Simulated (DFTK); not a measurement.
## Ag in DFTK: convergence with k mesh

The system is Ag.

```xyz
1
Lattice="0.0000 2.0427 2.0427 2.0427 0.0000 2.0427 2.0427 2.0427 0.0000" Properties=species:S:1:pos:R:3 pbc="T T T"
Ag    0.0000    0.0000    0.0000
```

| Quantity | Value |
| --- | --- |
| Program | DFTK 0.8.2 |
| Task | convergence study |
| Functional | PBEsol |
| Potentials or basis | dojo.nc.sr.pbesol.v0_4_1.standard.upf (PBEsol) |
| Cutoff | 1116 eV |
| k mesh | 2 × 2 × 2 |
| Occupations | fermi-dirac, width 0.05 eV |
| Spin | no spin polarisation |

These are the settings of the first run; the series varies k mesh, with any setting tied to it.

Hardware: 1 thread of Intel(R) Xeon(R) Platinum 8488C (Sapphire Rapids), with other jobs on the host.

| k mesh | energy less the tightest run, at zero smearing (meV/atom) | pressure (GPa) | SCF cycles |
| --- | --- | --- | --- |
| 2 × 2 × 2 | 2034.01 | 21.37 | 11 |
| 3 × 3 × 3 | -325.07 | -5.99 | 11 |
| 5 × 5 × 5 | -120.38 | -3.68 | 12 |
| 7 × 7 × 7 | -51.24 | -3.17 | 12 |
| 8 × 8 × 8 | 30.29 | -2.20 | 12 |
| 10 × 10 × 10 | 14.08 | -2.49 | 10 |
| 12 × 12 × 12 | 5.19 | -2.66 | 11 |
| 14 × 14 × 14 | 0.00 | -2.83 | 12 |

Not settled before the last step: the energy (to 1 meV/atom), the pressure (to 0.1 GPa). Meshes of other sizes hit other points, so gaps and Fermi surfaces needn't settle smoothly. The tightest run that finished is the yardstick and may itself not be fully converged.
